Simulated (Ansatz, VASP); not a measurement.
**C in VASP and in Ansatz**

```
C
1.0
    -2.45005    2.45005    2.45005
     2.45005   -2.45005    2.45005
     2.45005    2.45005   -2.45005
C
6
Direct
  0.62500 0.25000 0.87500
  0.87500 0.62500 0.25000
  0.75000 0.62500 0.87500
  0.25000 0.87500 0.62500
  0.87500 0.75000 0.62500
  0.62500 0.87500 0.75000
```

Alike in both runs: functional PBE; k mesh 6 × 6 × 6; occupations gaussian, width 0.1 eV; no spin polarisation.

Ansatz relaxed the structure, and its values are those at the end. VASP's run is a single point on that final structure, the one shown.

```csv
,VASP,Ansatz
version,VASP 6.6.1,Ansatz 0.2.0
potentials or method,"VASP PAW PBE potentials, release 64 (C)","scalar-relativistic, plane waves, PAW"
plane-wave cutoff (eV),520,420
valence electrons in the cell,24,24
```

|  | VASP | Ansatz | Ansatz less VASP |
| --- | --- | --- | --- |
| gap on the k mesh at the Fermi level (eV) | none | none | - |
| pressure (GPa) | 0.3 | 0.0 | -0.27 |

A gap of «none» marks a metal or a gap that the smearing closes. With one functional, cell and mesh, what is left measures potentials, basis and numerics.
